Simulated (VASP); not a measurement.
## Sb: single point with PBEsol

The system is Sb.

```
Sb
1.0
    -4.03001    4.03001    2.02549
     4.03001   -4.03001    2.02549
     4.03001    4.03001   -2.02549
Sb
4
Cartesian
  1.2483 5.2666 -0.0250
  2.8076 1.1880 -0.0101
  2.8137 -1.2378 2.0302
  1.1925 2.8254 2.0251
```

This isn't the form of Sb at room conditions, which is rhombohedral.

The cell isn't the ideal one: atoms moved at random, drawn with an rms of 0.05 Å.

```json
{"Program": "VASP 6.6.1", "Task": "single point", "Functional": "PBEsol", "Potentials or basis": "VASP PAW PBE potentials, release 64 (Sb)", "Cutoff": "520 eV", "k mesh": "7 × 7 × 7", "Occupations": "fermi-dirac, width 0.05 eV", "Spin": "no spin polarisation"}
```

| Item | Value |
| --- | --- |
| Pressure | -0.6 GPa |
| Largest force | 0.232 eV/Å |
| Band gap on the k mesh | none (metal or under the smearing width) |

Forces in eV/Å, atoms in the order of the input:
```
Sb  -0.183 -0.135  0.049
Sb   0.034  0.062  0.000
Sb   0.047  0.098 -0.039
Sb   0.102 -0.024 -0.010
```

Stress tensor (GPa, compression positive):
```
-0.70  0.33 -0.12
 0.33 -0.70 -0.20
-0.12 -0.20 -0.48
```

Levels at points of the mesh, in eV from the Fermi level:
```
           k point  band 8  band 9  band 10  band 11  band 12  band 13
(0.00, 0.00, 0.00)   -1.11   -1.09    -0.99    -0.81    -0.38     2.54
```

Run time: 3.6 min on 1 thread of Intel(R) Xeon(R) 6975P-C (Granite Rapids), on a shared host, peak memory 0.52 GiB.

Caveat: the PAW data sets were made with another functional, which shifts forces and pressure a little. Spin-orbit coupling is left out, which matters for the levels of Sb.
